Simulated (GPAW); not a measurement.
Ti:

```
Ti
1.0
    -1.64100    1.64100    1.64100
     1.64100   -1.64100    1.64100
     1.64100    1.64100   -1.64100
Ti
1
Cartesian
  0.0000 0.0000 0.0000
```

This isn't the form of Ti at room conditions, which is hcp.

Program: GPAW 26.7.0. Alike in all runs: task single point; potentials or basis the program's PAW data sets (release 1.2.1) made for this functional, pw; no spin polarisation; cell as given; k mesh 11 × 11 × 11; cutoff (eV) 600; smearing fermi-dirac 0.05 eV.

Task: Order these runs on this cell by their pressure, lowest first.
A. level LDA+U; U Ti d U = 2 eV
B. level LDA
C. level LDA+U; U Ti d U = 5 eV
D. level LDA+U; U Ti d U = 3 eV
E. level LDA+U; U Ti d U = 4 eV

Result: B (-11.4 GPa), A (-8.0 GPa), D (-6.1 GPa), E (-4.3 GPa), C (-2.2 GPa).

Caveats: U without spin polarisation on a metal has little footing (some runs); the U is typed as a test and isn't derived for this compound (some runs).
